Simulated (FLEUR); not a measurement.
## MnO under changes of volume

One of the cells (10.999 Å³/atom); the others are scaled copies at fixed shape and fractional positions:

```xyz
2
Lattice="0.0000 2.2239 2.2239 2.2239 0.0000 2.2239 2.2239 2.2239 0.0000" Properties=species:S:1:pos:R:3 pbc="T T T"
Mn    0.0000    0.0000    0.0000
O     2.2239    2.2239    2.2239
```

The cell is a database's computed one.

```yaml
Program: FLEUR MaX-R8.1 (later development tree)
Functional: SCAN
Potentials_or_basis: all-electron
Basis: FLAPW
Kmax: 4.58 1/bohr
k_mesh: 10 × 10 × 10
Occupations: fermi-dirac, width 0.05 eV
Spin: collinear spin, ferromagnetic start
Starting_moments: "[4.0, 0.0] μB"
```

| volume (Å³/atom) | energy over the lowest point (meV/atom) | moment (μB per cell) |
| --- | --- | --- |
| 10.339 | 19.43 | 4.97 |
| 10.559 | 8.03 | 4.98 |
| 10.999 | 0.00 | 5.00 |
| 11.439 | 9.53 | 5.00 |
| 11.659 | ? | ? |

Problem. What does the run at 11.659 Å³/atom give?

Solution. Energy over the lowest point 19.92 meV/atom; moment 5.00 μB per cell.

Worked out: A Birch-Murnaghan fit of order 2 (a polynomial in V^(-2/3)) to the other rows has its minimum at 10.96 Å³/atom with B0 = V·E''(V) = 159 GPa. It gives 19.69 meV/atom at 11.659 Å³/atom, against the run's 19.92. A parabola through the other rows of the moment, of slope -0.028 μB per Å³/atom there, extrapolates to 5.00 μB, against the run's 5.00.

Energies are extrapolated to zero smearing.

Caveats: the meta-GGA is that of a development version, with a GGA for the radial functions and cores and without core tails; a cell with one magnetic atom can't hold antiferromagnetic order, which such compounds often take.
